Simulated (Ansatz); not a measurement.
The system is TiO2.

```
CELL_PARAMETERS angstrom
6.15358 -1.88347 0.00000
6.15358 1.88347 0.00000
-1.92833 0.00000 6.32897
ATOMIC_POSITIONS crystal
Ti 0.90007 0.90007 0.28960
Ti 0.19529 0.19529 0.28376
Ti 0.09993 0.09993 0.71040
Ti 0.80471 0.80471 0.71624
O 0.36193 0.36193 0.29340
O 0.26349 0.26349 0.65250
O 0.86719 0.86719 0.99529
O 0.73651 0.73651 0.34750
O 0.94165 0.94165 0.63002
O 0.13281 0.13281 0.00471
O 0.63807 0.63807 0.70660
O 0.05835 0.05835 0.36998
```

The cell comes from a database or a generator and needn't be the stable form of this composition.

Base run:

```yaml
Program: Ansatz 0.2.0
Functional: r2SCAN
Potentials_or_basis: Ansatz PAW
Cutoff: "500 eV (not typed: the program's choice for these potentials)"
k_mesh: 8 × 8 × 4
Occupations: fermi-dirac, width 0.05 eV
Spin: no spin polarisation
Hubbard_terms: Ti d U = 6 eV
```

Its results: band gap on the k mesh 3.94 eV, indirect (least direct gap 4.14 eV); pressure -0.8 GPa; largest force 0.371 eV/Å.

The run is repeated on the same cell with these changes: functional from r2SCAN to PBE; cutoff from 500 eV (not typed: the program's choice for these potentials) to 300 eV; hubbard terms from Ti d U = 6 eV to none; hubbard projectors from ortho-atomic (the default) to none. What comes out?

Band gap on the k mesh 2.72 eV, indirect (least direct gap 2.88 eV); pressure -2.2 GPa; largest force 0.301 eV/Å.

Several settings changed at once, so the effect can't be laid on one alone.

Caveats: the PAW data sets come from PBE, with cores solved anew for the run's functional, which leaves a small shift of forces and pressure (some runs); the pressure holds a Pulay correction of +28.9 GPa for the finite cutoff (some runs); the cutoff lies under the one recommended for these potentials (some runs).
